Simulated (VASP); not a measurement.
# HfB2 (P6/mmm) in VASP: a series of runs

The runs below take HfB2 through single point, with PBEsol.

Program: VASP 6.6.1. These are calculated values, not measurements. Logs are shortened: lines on timing, memory, paths and dates and some standing lists are left out, and cuts for length are marked.

## 1. Starting point

It takes space group P6/mmm (No. 191, hexagonal). Conventional cell: a = 3.140 Å, b = 3.140 Å, c = 3.480 Å, α = 90.00°, β = 90.00°, γ = 120.00°. Hf (site symmetry 6/mmm) has 12 B at 2.51 Å as nearest neighbours. Around B (site symmetry -6m2) lie 3 B at 1.81 Å.

## 2. Single point, PBEsol

INCAR

```
SYSTEM = HfB2
  PREC = Accurate
  ENCUT = 900
  EDIFF = 1E-8
  ISMEAR = 1
  SIGMA = 0.1
  LREAL = .FALSE.
  LASPH = .TRUE.
  NELM = 100
  ALGO = Normal
  ISIF = 2
  LWAVE = .FALSE.
  LCHARG = .FALSE.
  GGA = PS
  NBANDS = 12
  ADDGRID = .FALSE.
```

KPOINTS

```
Automatic mesh
0
G
  18 18 14
  0 0 0
```

POSCAR

```
HfB2
1.0
    3.1400000000      0.0000000000      0.0000000000
   -1.5700000000      2.7193197679      0.0000000000
    0.0000000000      0.0000000000      3.4800000000
Hf B
1 2
Direct
   -0.0142630000      0.0046330000     -0.0059370000
    0.6696320000      0.3380360000      0.4871880000
    0.3055440000      0.6904850000      0.5067950000
```

Potentials or basis: VASP PAW PBE potentials, release 64 (Hf, B).

Run with:

```console
$ cat potpaw_PBE.64/Hf/POTCAR potpaw_PBE.64/B/POTCAR > POTCAR
$ mpirun -np 1 vasp_std > vasp.out
```

OUTCAR:

```text
SYSTEM = HfB2
   PREC = Accurate
   ENCUT = 900
   EDIFF = 1E-8
   ISMEAR = 1
   LREAL = .FALSE.
   LASPH = .TRUE.
   NELM = 100
   ISIF = 2
   GGA = PS

 ion  position               nearest neighbor table
   1  0.986  0.005  0.994-   3 2.42   2 2.46   3 2.48   2 2.50   2 2.50   3 2.51   3 2.52   2 2.53
                             2 2.53   2 2.56   3 2.57   3 2.58
   2  0.670  0.338  0.487-   3 1.73   3 1.77   3 1.95   1 2.46   1 2.50   1 2.50   1 2.53   1 2.53
                             1 2.56
   3  0.306  0.690  0.507-   2 1.73   2 1.77   2 1.95   1 2.42   1 2.48   1 2.51   1 2.52   1 2.57
                             1 2.58

  LATTYP: Found a hexagonal cell.
 ALAT       =     3.1400000000
 C/A-ratio  =     1.1082802548

  Lattice vectors:

 A1 = (   3.1400000000,   0.0000000000,   0.0000000000)
 A2 = (  -1.5700000000,   2.7193197679,   0.0000000000)
 A3 = (   0.0000000000,   0.0000000000,   3.4800000000)

Analysis of symmetry for initial positions (statically):
=====================================================================
 Subroutine PRICEL returns:
 Original cell was already a primitive cell.

 Routine SETGRP: Setting up the symmetry group for a
 hexagonal supercell.

 Subroutine GETGRP returns: Found  1 space group operations
 (whereof  1 operations were pure point group operations)
 out of a pool of 24 trial point group operations.

The static configuration has the point symmetry C_1 .

Analysis of symmetry for dynamics (positions and initial velocities):
=====================================================================
 Subroutine PRICEL returns:
 Original cell was already a primitive cell.

 Routine SETGRP: Setting up the symmetry group for a
 hexagonal supercell.

 Subroutine GETGRP returns: Found  1 space group operations
 (whereof  1 operations were pure point group operations)
 out of a pool of 24 trial point group operations.

The dynamic configuration has the point symmetry C_1 .

 Subroutine INISYM returns: Found  1 space group operations
 (whereof  1 operations are pure point group operations),
 and found     1 'primitive' translations

----------------------------------------------------------------------------------------

                                     Primitive cell

  volume of cell :      29.7146

  direct lattice vectors                    reciprocal lattice vectors
     3.140000000  0.000000000  0.000000000     0.318471338  0.183869512  0.000000000
[... 100 lines left out ...]
   NUPDOWN=      -1.0000    fix difference up-down
   EMIN   =  10.00;   EMAX   =-10.00  energy-range for DOS
   EFERMI =   0.00;   METHOD = LEGACY
   ISMEAR =     1;   SIGMA  =   0.10  broadening in eV -4-tet -1-fermi 0-gaus
   EFERMI_NEDOS =   21; number of points for ismear=-14 and -15
   IALGO  =     38    algorithm
   IMIX   =      4    mixing-type and parameters
     AMIX     =   0.40;   BMIX     =  1.00
     AMIX_MAG =   1.60;   BMIX_MAG =  1.00
  volume/ion in A,a.u.               =       9.90        66.84
  Fermi-wavevector in a.u.,A,eV,Ry     =   1.138724  2.151876 17.642568  1.296692
  Thomas-Fermi vector in A             =   2.275428
   LORBIT       =      0    0 simple, 1 ext, 2 COOP (PROOUT), +10 PAW based schemes
   GGA     = PS    functional components
   LHFCALC =     F    Hartree Fock is set to
   AEXX    =    0.0000 exact exchange contribution
   IVDW    =     0    specifies the selected vdW correction
   LEPSILON=     F    determine dielectric tensor
   LRPA    =     F    only Hartree local field effects (RPA)
 non-spin polarized calculation
 Methfessel and Paxton  Order N= 1 SIGMA  =   0.10
  energy-cutoff  :      900.00
  volume of cell :       29.71
 maximum number of plane-waves:      1859
   NGX = 15   NGY = 15   NGZ = 17

 number of electron      10.0000000 magnetization

 Free energy of the ion-electron system (eV)
  ---------------------------------------------------
  ext. energy  EPLUGINS =         0.00000000
  ---------------------------------------------------
  free energy    TOTEN  =       -27.79986877 eV

  energy without entropy =      -27.79991879  energy(sigma->0) =      -27.79988544

 E-fermi :   7.8615     XC(G=0): -12.4523

 val. band max:        7.8598408896   @ k =   0.4444  -0.1667  -0.0714
 cond. band min:       7.8619050582   @ k =  -0.3889   0.1667  -0.1429
 fundamental gap:      0.0020641686
 Fermi energy:         7.8615493091

 k-point     1 :       0.0000    0.0000    0.0000
  band No.  band energies     occupation
      1      -5.9030      2.00000
      2       4.3734      2.00000
      3       4.7261      2.00000
      4       5.0450      2.00000
      5       5.5455      2.00000
      6      11.5553      0.00000
      7      11.7172      0.00000
      8      11.9403      0.00000
      9      12.1296      0.00000
     10      12.8330      0.00000
     11      13.1099      0.00000
     12      13.9702      0.00000
[... 331 lines left out ...]
 k-point    24 :       0.0000    0.4444    0.0000
  band No.  band energies     occupation
      1      -2.5355      2.00000
      2      -0.7428      2.00000
      3       3.8129      2.00000
      4       4.6299      2.00000
      5       5.0091      2.00000
      6       9.7691     -0.00000
      7      10.5315      0.00000
      8      12.7686      0.00000
      9      13.2347      0.00000
     10      13.8785      0.00000
     11      16.0268      0.00000
     12      18.7186      0.00000

 [... further k-points ...]

------------------------ aborting loop because EDIFF is reached ----------------------------------------

  FORCE on cell =-STRESS in cart. coord.  units (eV):
  Direction    XX          YY          ZZ          XY          YZ          ZX
  --------------------------------------------------------------------------------------
  -------------------------------------------------------------------------------------
  Total       -0.0983968     -0.4424683     -0.8279988     -0.2201413      0.0468906     -0.0698270
  in kB       -5.3054501    -23.8574253    -44.6448229    -11.8697893      2.5282910     -3.7650010
  external PRESSURE =     -24.6025661 kB  Pullay stress =       0.0000000 kB

 VOLUME and BASIS-vectors are now :
 -----------------------------------------------------------------------------
  energy-cutoff  :      900.00
  volume of cell :       29.71
      direct lattice vectors                 reciprocal lattice vectors
     3.140000000  0.000000000  0.000000000     0.318471338  0.183869512  0.000000000
    -1.570000000  2.719319768  0.000000000     0.000000000  0.367739025  0.000000000
     0.000000000  0.000000000  3.480000000     0.000000000  0.000000000  0.287356322

 POSITION                                       TOTAL-FORCE (eV/Angst)
 -----------------------------------------------------------------------------------
      3.08794      0.01260      3.45934        -0.166978      0.367159      0.165939
      1.57193      0.91923      1.69541        -1.393352      0.296302      0.305589
     -0.12465      1.87765      1.76365         1.560330     -0.663461     -0.471528
 -----------------------------------------------------------------------------------
    total drift:                               -0.000002     -0.000000     -0.000017

  FREE ENERGIE OF THE ION-ELECTRON SYSTEM (eV)
  ---------------------------------------------------
  free  energy   TOTEN  =       -27.7998687700 eV

  energy  without entropy=      -27.7999187852  energy(sigma->0) =      -27.79988544
```

OSZICAR:

```text
N       E                     dE             d eps       ncg     rms          rms(c)
DAV:   1     0.195272069071E+02    0.19527E+02   -0.61519E+03 54528   0.113E+03
DAV:   2    -0.285580141694E+02   -0.48085E+02   -0.46184E+02 74108   0.166E+02
DAV:   3    -0.300854373275E+02   -0.15274E+01   -0.15094E+01 77208   0.252E+01
DAV:   4    -0.300934445900E+02   -0.80073E-02   -0.79976E-02 69756   0.167E+00
DAV:   5    -0.300934799978E+02   -0.35408E-04   -0.35406E-04 72028   0.106E-01    0.202E+01
DAV:   6    -0.280131719031E+02    0.20803E+01   -0.39113E+00 65756   0.985E+00    0.103E+01
DAV:   7    -0.278279182187E+02    0.18525E+00   -0.71848E-01 73296   0.463E+00    0.274E+00
DAV:   8    -0.278020595118E+02    0.25859E-01   -0.75695E-02 65192   0.147E+00    0.543E-01
DAV:   9    -0.278000228891E+02    0.20366E-02   -0.84975E-03 65628   0.496E-01    0.199E-01
DAV:  10    -0.277998796651E+02    0.14322E-03   -0.87956E-04 65964   0.169E-01    0.367E-02
DAV:  11    -0.277998701484E+02    0.95168E-05   -0.44538E-05 71636   0.440E-02    0.174E-02
DAV:  12    -0.277998687444E+02    0.14040E-05   -0.52165E-06 68920   0.127E-02    0.528E-03
DAV:  13    -0.277998687736E+02   -0.29222E-07   -0.17219E-07 71604   0.261E-03    0.778E-04
DAV:  14    -0.277998687700E+02    0.36514E-08   -0.34025E-09 44712   0.416E-04
   1 F= -.27799869E+02 E0= -.27799885E+02  d E =0.500152E-04
```

It took 10 min on 1 thread of Intel Xeon Platinum 8559C (Emerald Rapids), shared host; peak memory 1.9 GiB.

Results:

| Property | Result |
| --- | --- |
| Free energy | -27.7999 eV |
| Pressure | -2.5 GPa |
| Largest force | 1.760 eV/Å |
| Band gap on the k mesh | none (metal or under the smearing width) |

Forces in eV/Å, atoms in the order of the input:
```
Hf  -0.167  0.367  0.166
B   -1.393  0.296  0.306
B    1.560 -0.663 -0.472
```

Caveat: the PAW data sets were made with another functional, which shifts forces and pressure a little. Spin-orbit coupling is left out, which matters for the levels of Hf.

## 3. Single point, PBEsol

Edit INCAR of step 2 so:

```diff
@@ -2,4 +2,4 @@
   PREC = Accurate
-  ENCUT = 900
-  EDIFF = 1E-8
+  ENCUT = 520
+  EDIFF = 1E-7
   ISMEAR = 1
```

KPOINTS

```
Automatic mesh
0
G
  13 13 10
  0 0 0
```

POSCAR

```
HfB2
1.0
    3.1400000000      0.0000000000      0.0000000000
   -1.5700000000      2.7193197679      0.0000000000
    0.0000000000      0.0000000000      3.4800000000
Hf B
1 2
Direct
    0.0000000000      0.0000000000      0.0000000000
    0.6666666667      0.3333333333      0.5000000000
    0.3333333333      0.6666666667      0.5000000000
```

Potentials or basis: VASP PAW PBE potentials, release 64 (Hf, B).

Run with:

```console
$ cat potpaw_PBE.64/Hf/POTCAR potpaw_PBE.64/B/POTCAR > POTCAR
$ mpirun -np 1 vasp_std > vasp.out
```

Wall time 15 s (1 thread of Intel Xeon Platinum 8559C (Emerald Rapids), shared host); peak memory 0.18 GiB.

These settings aren't checked as converged: the numbers below hold their error.

Results:

- Free energy: -27.9287 eV
- Pressure: -4.1 GPa
- Band gap on the k mesh: none (metal or under the smearing width)

Caveat: the PAW data sets were made with another functional, which shifts forces and pressure a little.

## 4. Single point, PBEsol

INCAR is that of step 3.

KPOINTS is that of step 3.

POSCAR

```
HfB2
1.0
    3.1400000000      0.0000000000      0.0000000000
   -1.5700000000      2.7193197679      0.0000000000
    0.0000000000      0.0000000000      3.4800000000
Hf B
1 2
Direct
   -0.0142630000      0.0046330000     -0.0059370000
    0.6696320000      0.3380360000      0.4871880000
    0.3055440000      0.6904850000      0.5067950000
```

Run with:

```console
$ cat potpaw_PBE.64/Hf/POTCAR potpaw_PBE.64/B/POTCAR > POTCAR
$ mpirun -np 1 vasp_std > vasp.out
```

Run time: 89 s. Hardware: 1 thread of Intel Xeon Platinum 8559C (Emerald Rapids), shared host; peak memory 0.43 GiB.

These settings aren't checked as converged: the numbers below hold their error.

What came out:

```yaml
Free_energy: -27.7986 eV
Pressure: -2.5 GPa
Largest_force: 1.748 eV/Å
Band_gap_on_the_k_mesh: none (metal or under the smearing width)
```

Caveat: the PAW data sets were made with another functional, which shifts forces and pressure a little.

## 5. Single point, PBEsol

INCAR is that of step 4.

KPOINTS

```
Automatic mesh
0
G
  15 15 12
  0 0 0
```

POSCAR

```
HfB2
1.0
    3.1400000000      0.0000000000      0.0000000000
   -1.5700000000      2.7193197679      0.0000000000
    0.0000000000      0.0000000000      3.4800000000
Hf B
1 2
Direct
    0.0000000000      0.0000000000      0.0000000000
    0.6666666667      0.3333333333      0.5000000000
    0.3333333333      0.6666666667      0.5000000000
```

Run with:

```console
$ cat potpaw_PBE.64/Hf/POTCAR potpaw_PBE.64/B/POTCAR > POTCAR
$ mpirun -np 1 vasp_std > vasp.out
```

Run time: 22 s. Hardware: 1 thread of Intel Xeon Platinum 8559C (Emerald Rapids), shared host; peak memory 0.2 GiB.

The run converged, but some of its settings lie outside the range that counts as converged, so its numbers aren't taken as properties of the crystal.

What came out:

```yaml
Free_energy: -27.9287 eV
Pressure: -4.1 GPa
Band_gap_on_the_k_mesh: none (metal or under the smearing width)
```

Caveat: the PAW data sets were made with another functional, which shifts forces and pressure a little.
